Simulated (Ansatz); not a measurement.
Stackings of close-packed layers of MgTe (tetrahedral net, letters for double layers), each relaxed to a stress under 0.05 GPa; h and k mark layers whose two neighbours have the same or different letters; energies count from the stacking AB (P6_3mc).

Level of theory: DFT PBE, scalar-relativistic, plane waves, PAW (Ansatz).

Settings: cutoff 420 eV, Γ-centred mesh 6×6×3 on the computed 6-atom cell, Gaussian smearing of 0.02 eV; no spin polarisation.

Start (ABC (kkk)):

```yaml
crystal:
  lattice:
    - [4.60881, 0.00000, 0.00000]
    - [-2.30441, 3.99135, 0.00000]
    - [0.00000, 0.00000, 11.25217]
  atoms:
    - { symbol: Mg, position: [0.00000, 0.00000, 0.00000] }
    - { symbol: Te, position: [0.00000, 0.00000, 0.25000] }
    - { symbol: Mg, position: [0.33333, 0.66667, 0.33333] }
    - { symbol: Te, position: [0.33333, 0.66667, 0.58333] }
    - { symbol: Mg, position: [0.66667, 0.33333, 0.66667] }
    - { symbol: Te, position: [0.66667, 0.33333, 0.91667] }
```

Q: Give the relaxed structure and its energy.

A: The free energy falls by 0 meV/atom.

| Property | Result |
| --- | --- |
| excess energy (meV/atom) | 1.1 |
| spacing of like layers (Å) | 3.756 |
| a (Å) | 4.603 |
| gap on the mesh (eV) | 2.33 |

Relaxed structure:
```xyz
6
Lattice="4.6033 0.0000 0.0000 -2.3016 3.9866 0.0000 0.0000 0.0000 11.2673" Properties=species:S:1:pos:R:3 pbc="T T T"
Mg    0.0000    0.0000   -0.0012
Te    0.0000    0.0000    2.8180
Mg    0.0000    2.6577    3.7545
Te    0.0000    2.6577    6.5738
Mg    2.3016    1.3289    7.5103
Te    2.3016    1.3289   10.3296
```

Spin-orbit coupling is left out, which matters for the bands of heavy elements. An odd mesh misses points on the zone edge, so a gap read on it can be too wide.

The run took 36 s on 1 thread of Arm Neoverse V2, on a shared host, peak memory 0.45 GiB.